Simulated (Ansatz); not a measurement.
# MgTe (F-43m), phonons: input and output

The sound run that this one varies used PBEsol, PAW on Ansatz 0.2.0's default frozen-core files (fitted under PBE), scalar-relativistic.

The structure is one entry of a database and needn't be the stable phase.

Launched as:

```sh
ansatz run input.yaml --threads 2 --pin off --max-ram 5120MiB --backend cpu --events-out ev --progress --plain --runs-dir out
```

Input file:

```yaml
crystal:
  lattice:
    - [0.0, 3.21941240961, 3.21941240961]
    - [3.21941240961, 0.0, 3.21941240961]
    - [3.21941240961, 3.21941240961, 0.0]
  atoms:
    - { symbol: Mg, position: [0.0, 0.0, 0.0] }
    - { symbol: Te, position: [0.25, 0.25, 0.25] }
kpoints:
  mp_grid: { grid: [6, 6, 6] }
scf:
  occupations: { method: fixed }
  max_iter: 80
hamiltonian:
  xc: pbesol
  pseudopotentials: { kind: paw }
  hubbard: { sites: [{ species: Mg, l: p, u_eff: 20.0 }] }
phonons:
  qmesh: [2, 2, 2]
  qpath:
    path:
      - [0.0, 0.0, 0.0]
      - [-0.5, -0.5, 0.0]
      - [-0.375, -0.375, 0.25]
      - [-0.375, 0.0, 0.375]
      - [0.0, 0.0, 0.0]
      - [0.0, 0.0, 0.5]
      - [-0.5, -0.25, 0.25]
      - [-0.5, -0.5, 0.0]
    npoints: 6
  temperatures: { t_min: 0, t_max: 1000, t_step: 100 }
  amplitude: 0.03
```

One thing in this input is wrong on purpose: an enormous or negative U. Its numbers aren't to be read as properties of the crystal. Changed keys: hamiltonian.hubbard, scf.max_iter.

Output:

```
Warning: phonons: the dynamical matrix that this run interpolates holds no multipole term above the dipole-dipole one, and a site of this crystal is no centre of inversion, so its interpolated transverse optical and acoustic branches and sound speeds can stay off near Gamma, and the density of states and the thermodynamics with them. What a run solves at a wave vector of phonons.qpoints, Gamma apart, where the deck ...
Warning: RAYON_NUM_THREADS=2 ignored (pool sized by the plan → 2); use --threads N
Mg: projections on atomic orbitals take those of the free atom [He] 2s2 2p6 3s2, of charge +0.00 (hamiltonian.pseudopotentials.projection_atoms); the dataset's partial waves leave at most 2.0e-8 of an orbital's norm unspanned ...
Mg: the file doesn't list 3p, so it is added from the neutral free atom; the dataset's partial waves leave at most 1.8e-2 of an orbital's norm unspanned inside its sphere
Te: projections on atomic orbitals take those of the free atom [Kr] 4d10 5s2 5p4, of charge +0.00 (hamiltonian.pseudopotentials.projection_atoms); the dataset's partial waves leave at most 7.8e-6 of an orbital's norm unspanned ...
Engine: ansatz 0.2.0, aarch64-unknown-linux-gnu
Pseudopotentials: kind: paw
Pseudopotential: Mg, paw, valence charge 10, recommended cutoff 420 eV (normal), Mg.paw.azcp
Pseudopotential: Te, paw, valence charge 16, recommended cutoff 420 eV (normal), Te.paw.azcp
Functional definition: PBEsol
  exchange = pbesol_x
  correlation = pbesol_c
Crystal: 4 atoms, lattice volume = 133.472 Å³
Basis set: ecut = 420 eV, 2589 PW (Γ), FFT grids on a1, a2, −a1+a2+a3, exchange–correlation on 64×64×90 points (8 copies of the dense FFT grid, shifted against one another)
Bands: 32, of which v1, the nominal top of the filled ones, is band 26 counted from 1 (25 counted from 0)
Symmetry: 16 space group operations
k-points: 20 of 108 (time reversal used)
Non-local potential: Mg, projectors of the file, l = 0: 3, l = 1: 2, l = 2: 1
Non-local potential: Te, projectors of the file, l = 0: 2, l = 1: 2, l = 2: 2, l = 3: 2
PAW form: soft (Blöchl's): semilocal exchange-correlation on the pseudo side does not see the compensation charge
PAW frozen core: Mg, regenerated for the run's functional, and the local potential with it (the file was generated under x = pbe(κ = 0.804, μ = 0.2195149727645171), c = pbe(β = 0.06672455060314922))
PAW frozen core: Te, regenerated for the run's functional, and the local potential with it (the file was generated under x = pbe(κ = 0.804, μ = 0.2195149727645171), c = pbe(β = 0.06672455060314922))
PAW one-centre angular grid: Mg, 110 points (default); XC on 64 Gauss nodes
PAW one-centre angular grid: Te, 590 points (default); XC on 64 Gauss nodes
Initial density: superposition of atomic densities (chi_scale 0.1, normalization cell, long waves of neutral atoms under a Hubbard term (reshape's long-wave potential 0.00 eV rms, cloud 2.79 Å wide))
Initial wavefunctions: pseudopotential atomic-orbital guess
Functional: x = pbesol(κ = 0.804, μ = 0.12345679012345678), c = pbesol(β = 0.046)
[... 138 lines left out ...]
Internal energy: -17617.044363 eV  (E = F + TS)
E sigma→0 (E₀):  -17617.044363 eV
Fermi energy:    5.180936 eV
--- Per-component energies (eV) ---
  E_band       = -1276.072901
  E_kinetic    = 531.300199
  E_local      = -6651.521654  (includes V_loc(G=0)·N_el)
  E_nonlocal   = -420.279035
  E_hartree    = 3182.041376
  E_xc         = -310.623808
  E_vxc        = -290.827483  (∫ρ·V_xc dr)
  E_hubbard    = 8.025317  (on-site DFT+U / exact-exchange correction)
  E_vhub       = 7.401992  (the Hubbard potential's part of the band-sum identity)
  E_paw        = -9732.715151  (= ΣΔE_a)
  E_vpaw       = -816.229913  (= ΣTr[D̂ρ^β])
  E_aug_tail   = -0.000392  (compensation charges beyond the density's cutoff)
  E_ewald      = -4224.138569
  E_core_change = 0.867355  (= ΣΔE_core)
  E_smearing   = -0.000000  (= −TS)
  E_closure    = 0.000000  (closes the sum)
  Σ components = -17617.044363   (vs F -17617.044363, Δ=0.00e0)
--- Forces (eV/Å), atoms counted from 1 ---
  atom   1  Mg    -0.00000000     0.00000000    -0.00000000
  atom   2  Te    -0.00000000    -0.00000000     0.00000000
  atom   3  Mg    -0.00000000     0.00000000    -0.00000000
  atom   4  Te    -0.00000000    -0.00000000     0.00000000
  max |Σ_I F_I| component: 3.82e-17 eV/Å
--- Phonons: 7 displaced members + 2 references (amplitude of the first 0.03 Å, Σ member SCF iterations 52) ---
  ASR residual: 1.590e-3 → 0.000e0 eV/Å²; symmetrization residual: 7.052e-4 eV/Å²
  largest component of a force at the reference: 1.4e-17 eV/Å
  ASR residual per site (eV/Å²): 1.59e-3 1.46e-3
  Γ frequencies (cm⁻¹): 0.00 0.00 0.00 220.54 220.54 220.54
  Unit cell's response to a homogeneous field: 3 representative field directions (Σ response iterations 15)
  ε∞ (high-frequency dielectric tensor):
        5.180998    -0.000000    -0.000000
       -0.000000     5.180998     0.000000
       -0.000000     0.000000     5.180998
  ε⁰ (static dielectric tensor): not given — the deck does not say what the cell's rigid motions are, and on a molecule in a box or a wire the rigid rotations would enter the sum over the modes at Γ. For a crystal or a slab, ...
  Born effective charges Z* (e; rows j = field, columns β = displacement):
    site 0:
         2.30804    0.00000   -0.00000
         0.00000    2.30804    0.00000
         0.00000    0.00000    2.30804
    site 1:
        -2.30804   -0.00000    0.00000
        -0.00000   -2.30804   -0.00000
        -0.00000   -0.00000   -2.30804
  Z* charge neutrality: 2.957e-4 e pre-enforcement
  solved inside a basis spanned on the 6×6×6 k-mesh, on 8×8×8 k-points transformed towards the longest dipole: ε∞ is read to err by 1.3e-2, Z* by 1.7e-2 e; Z* is corrected for what the basis lacks
  optical modes at Γ without the LO–TO term, one row a degenerate level:
      ω (cm⁻¹)  modes    IR ((D/Å)²/amu)
        220.54      3            18.0591
  optical modes at Γ + LO–TO along q̂ = [1.0000, 0.0000, 0.0000]:
      ω (cm⁻¹)  modes    IR ((D/Å)²/amu)
        220.54      2            12.0394
        292.87      1             6.0197
  optical modes at Γ + LO–TO along q̂ = [0.0000, 1.0000, 0.0000]:
      ω (cm⁻¹)  modes    IR ((D/Å)²/amu)
        220.54      2            12.0394
        292.87      1             6.0197
  optical modes at Γ + LO–TO along q̂ = [0.0000, 0.0000, 1.0000]:
      ω (cm⁻¹)  modes    IR ((D/Å)²/amu)
        220.54      2            12.0394
        292.87      1             6.0197
--- Phonons (by wavevector): 3 wavevectors in 2 supercells ---
  supercell 1 (2 cells, vectors [1, 0, 0], [0, 1, -1], [0, 0, 2] in multiples of the cell's): 3 displaced members by 0.03 Å; free energy -17617.044363 eV; taken off its force constants: by the sum rule 1.6e-3, by the ...
  symmetry images taken by strict's conditions (phonons.symmetry_images: auto; settled by no image being taken that strict refuses)
  supercell 2 (2 cells, vectors [1, 0, 0], [0, 1, 0], [0, 0, 2] in multiples of the cell's): 4 displaced members by 0.03 Å; free energy -17617.044363 eV; taken off its force constants: by the sum rule 5.1e-5, by the ...
  symmetry images taken by strict's conditions (phonons.symmetry_images: auto; settled by no image being taken that strict refuses)
  q = [0.0000, 0.0000, 0.0000] (star 1, supercell 1; hermiticity 0.00e0, symmetrization 1.76e-4): -0.00 0.00 0.00 220.54 220.54 220.54
  q = [0.0000, 0.0000, -0.5000] (star 4, supercell 2; hermiticity 5.35e-17, symmetrization 6.21e-16): 19.42 19.42 111.88 220.78 220.78 275.02
  q = [0.0000, -0.5000, -0.5000] (star 3, supercell 1; hermiticity 8.84e-17, symmetrization 4.39e-16): 40.85 40.85 116.19 218.49 218.49 268.92
  joined force constants: q→R imaginary residual 1.72e-17
  density of states and harmonic sums: on the 18×18×18 q-mesh, interpolated from the force constants of a 2×2×2 supercell (with the dipole–dipole term)
  largest difference from the sums on the solved wave vectors: F 4.87e-2 eV, S 8.10e-5 and C_V 3.22e-5 eV/K
```

Self-consistency was reached.

**Changed settings**

A Kohn-Sham response run of a crystal whose listed input keys are changed from those of a sound run with the other settings (a changed key overrides); changes are against the sound run.

| Quantity | Value |
| --- | --- |
| Ending | converged |
| Highest phonon change | -1.82 % |
| Largest phonon shift | -17.3 cm⁻¹ |

Keep in mind: a very soft zone-boundary mode, near an instability or sensitive to the mesh; frozen-core PAW files fitted under PBE, their cores solved anew for the functional of the run; settings unsound, results are not properties of the crystal; this zinc-blende form is metastable at ambient conditions.

Time and hardware: 79 s on 2 threads of Arm Neoverse V2, on a shared host, peak memory 0.61 GiB.
